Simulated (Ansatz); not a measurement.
How KMgF3 stores the work of compression

All numbers below come from DFT PBE, scalar-relativistic, plane waves, PAW in Ansatz 0.2.0. Settings: 420 eV cutoff, 6×6×6 k-mesh, Gaussian smearing of 0.02 eV, no spin polarisation.

Reference structure (relaxed):

```xyz
5
Lattice="4.0539 0.0000 0.0000 0.0000 4.0539 0.0000 0.0000 0.0000 4.0539" Properties=species:S:1:pos:R:3 pbc="T T T"
K     2.0269    2.0269    2.0269
Mg    0.0000    0.0000    0.0000
F     0.0000    2.0269    0.0000
F     0.0000    0.0000    2.0269
F     2.0269    0.0000    0.0000
```

Cell and atoms were relaxed at each target pressure within the start's symmetry (Pm-3m), at zero temperature; other phases can be more stable under pressure. H = E + PV with P the target; E is the free energy at the smearing used, whose derivative the pressure is, per atom and counted from zero pressure.

```
P (GPa) V (Å³/atom) E − E0 (meV) H − H0 (meV)
      0       13.324           0.0           0.0
      3       12.800           4.8         244.4
      8       12.088          28.5         632.1
     15       11.363          79.9        1143.7
     30       10.316         223.5        2155.1
     60        9.074         561.0        3959.0
```

Task: Thermodynamics gives dH/dP = V along a relaxed path. Integrate V over P by the trapezoid rule and compare with the computed enthalpies.

Result: With 1 eV/Å³ = 160.22 GPa, each step adds the mean volume times ΔP / 160.22:
```tsv
P (GPa)	∫V dP (meV)	H − H0 (meV)	difference (meV)
3	244.6	244.4	0.2
8	632.9	632.1	0.8
15	1145.2	1143.7	1.5
30	2160.0	2155.1	5.0
60	3975.4	3959.0	16.3
```

V(P) curves upward, so the trapezoid rule runs high; integrating a smooth curve through the same points puts that excess at about 16.1 meV at 60 GPa, against the 16.3 meV found.

Task: At 60 GPa, how much of the enthalpy change is stored energy and how much is the PV term?

Result: E rises by 561 meV/atom and PV is 60 × 9.074 / 160.22 = 3398 meV/atom, so PV makes 86 % of ΔH. So between rival structures at high pressure a small difference in volume can outweigh the difference in energy: 1 % of this volume is worth 34.0 meV/atom at this pressure.

Task: What bulk modulus do the lowest pressures give?

Result: From the pressures that the runs reached, -2.98 GPa (14.014 Å³) and 2.93 GPa (12.800 Å³), B = −ΔP/Δln V = 5.91 / 0.0906 = 65 GPa, a mean over that range.

Task: The gap is 6.611 eV at -2.98 GPa and 7.254 eV at 2.93 GPa. What pressure coefficient and volume deformation potential follow?

Result: dE_g/dP = 109.0 meV/GPa, and a_V = dE_g/d ln V = −B dE_g/dP = -7.10 eV. A gap that opens under pressure, with a_V of several eV below zero, is what an s-like antibonding conduction edge gives, since compression pushes it up. If the edges move to other points of the zone within the range, this is a mean of two slopes. Gaps are Kohn–Sham gaps over the whole zone.

Symmetry holds off the tilts and polar distortions that many cubic perovskites undergo.